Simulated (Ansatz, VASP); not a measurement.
Two plane-wave programs on Cu

```xyz
1
Lattice="0.0000 1.7892 1.7892 1.7892 0.0000 1.7892 1.7892 1.7892 0.0000" Properties=species:S:1:pos:R:3 pbc="T T T"
Cu    0.0000    0.0000    0.0000
```

Change from the starting cell: volume scaled by 0.97, PAW files.

Alike in both runs: task electric field gradients; functional PBE; k mesh 19 × 19 × 19; occupations fermi-dirac, width 0.08 eV; no spin polarisation.

```csv
,VASP,Ansatz
version,VASP 6.6.1,Ansatz 0.2.0
potentials or method,"VASP PAW PBE potentials, release 64 (Cu)","PAW with Ansatz's default frozen-core files, scalar-relativistic"
plane-wave cutoff (eV),520,420
valence electrons in the cell,11,19
```

```tsv
	VASP	Ansatz	Ansatz less VASP
pressure (GPa)	7.2	6.6	-0.53
Vzz of the field gradient on the site that differs most (V/Å²)	0.0	0.0	-0.01
```

The two sets of potentials don't hold the same shells in valence.
